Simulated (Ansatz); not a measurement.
**Kick test of a cell of ZnS**

The cell was found from a structure generator's guess, not taken from experiment.

All numbers below come from DFT PBE, scalar-relativistic, plane waves, PAW (Ansatz). Cutoff 420 eV; k points 4×4×4 on the computed 12-atom cell (Γ-centred); Gaussian smearing, width 0.02 eV; no spin polarisation.

The cell below (12 atoms, space group Pm-3n (No. 223)) is relaxed within its symmetry.

```
Zn S
1.0
     6.70024    0.00000    0.00000
     0.00000    6.70024    0.00000
     0.00000    0.00000    6.70024
Zn S
6 6
Cartesian
  3.3501 0.0000 5.0252
  5.0252 3.3501 0.0000
  0.0000 5.0252 3.3501
  3.3501 0.0000 1.6751
  1.6751 3.3501 0.0000
  0.0000 1.6751 3.3501
  0.0000 3.3501 5.0252
  5.0252 0.0000 3.3501
  3.3501 5.0252 0.0000
  0.0000 3.3501 1.6751
  1.6751 0.0000 3.3501
  3.3501 1.6751 0.0000
```

For the test it was strained at random (σ = 1.5 % a component), the atoms were moved at random (σ = 0.05 Å), and all was relaxed again on a coarse 2×2×2 mesh (in the run’s order of axes) with 0.10 eV smearing, with no symmetry imposed.

Question: Is the structure stable against such a distortion?

Answer: It returns, within 1 meV/atom of the unmoved cell on that mesh and with the same symmetry when read at 0.1 Å (P-1 at 0.01 Å, so small strains and shifts remain). No instability shows in this cell; modes of other wave vectors, which need another repeat, aren't tested.
